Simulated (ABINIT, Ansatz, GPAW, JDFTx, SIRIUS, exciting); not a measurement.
**W: 6 runs at one level of theory**

```
W
1.0
    -1.54480    1.61508    1.63102
     1.57115   -1.54525    1.58754
     1.54570    1.54614   -1.56120
W
1
Direct
  0.01093 0.00770 0.02297
```

The given cell was strained at random by a few per cent at fixed volume.

Alike in all runs: task single point; functional PBEsol; k mesh 12 × 12 × 12; occupations fermi-dirac, width 0.05 eV; no spin polarisation; no spin-orbit coupling. Pressure is positive in compression and, in plane waves, holds the error of the finite cutoff.

```csv
program and potentials,plane-wave cutoff (eV),notes,band gap (eV),pressure (GPa),energy over the undisturbed cell (meV/atom)
"exciting, all-electron LAPW+lo, shipped species files, valence relativity iora*",-,-,no gap,-,21.74
"JDFTx, PseudoDojo-SR-PBEsol-0.4.1-standard with smoothed tails",1007,-,no gap,-2.59,22.08
"Ansatz, all-electron LAPW, scalar-relativistic",-,-,no gap,-2.73,-
"SIRIUS, PseudoDojo 0.4.1 PBEsol standard (scalar relativistic)",1030,-,no gap,-2.59,22.08
"ABINIT, PseudoDojo NC SR PBEsol v0.4.1 standard",1007,-,?,?,?
"GPAW, PAW data sets generated for this functional",600,-,no gap,-3.07,22.32
```

**Question.** Estimate from the other rows what the run with ABINIT, PseudoDojo NC SR PBEsol v0.4.1 standard gave.

**Answer.** No band gap; pressure -2.59 GPa; energy over the undisturbed cell 22.07 meV/atom. The other rows, which needn't bracket it: pressure -3.07 to -2.59; energy over the undisturbed cell 21.74 to 22.32.
